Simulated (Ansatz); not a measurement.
## AgI: Quadrupolar parameters

The cell is an entry of the Crystallography Open Database (COD), ions relaxed with PBE at fixed cell.

```xyz
4
Lattice="4.5900 0.0000 0.0000 -2.2950 3.9751 0.0000 0.0000 0.0000 7.5200" Properties=species:S:1:pos:R:3 pbc="T T T"
Ag    2.2950    1.3250    4.7248
Ag    0.0000    2.6500    0.9648
I     2.2950    1.3250    0.0128
I     0.0000    2.6500    3.7728
```

Atoms are numbered from 1 in the order listed; like atoms form one site, named after its first atom.

Method: Kohn–Sham DFT in Ansatz, PBE, plane waves and PAW, scalar-relativistic, 420 eV cutoff, Γ-centred 7×7×4 k-points, Fermi–Dirac smearing 0.02 eV.

C_Q = eQV_zz/h, which is 24.18 MHz for Q = 1 b and V_zz = 10²¹ V/m²; η = (V_xx − V_yy)/V_zz.

¹²⁷I: I = 5/2, Q = -688.2 mb. Nuclear quadrupole moments: year-2017 set (Pyykkö).

```tsv
site	atoms (order as listed)	first shell	V_zz (10²¹ V/m²)	η	C_Q (MHz)
Ag	1, 2	4 I at 2.81–2.82 Å	-0.17	0.00	–
I	3, 4	4 Ag at 2.81–2.82 Å	0.95	0.00	-15.8
```

An axis of threefold or higher order runs through Ag and I, so V_zz lies along it and η is zero.

Ag has no stable isotope with a ground-state quadrupole moment in the table, so no C_Q is given.

Without spin–orbit coupling the gradients at and beside I can be off by some per cent, at some sites by more.
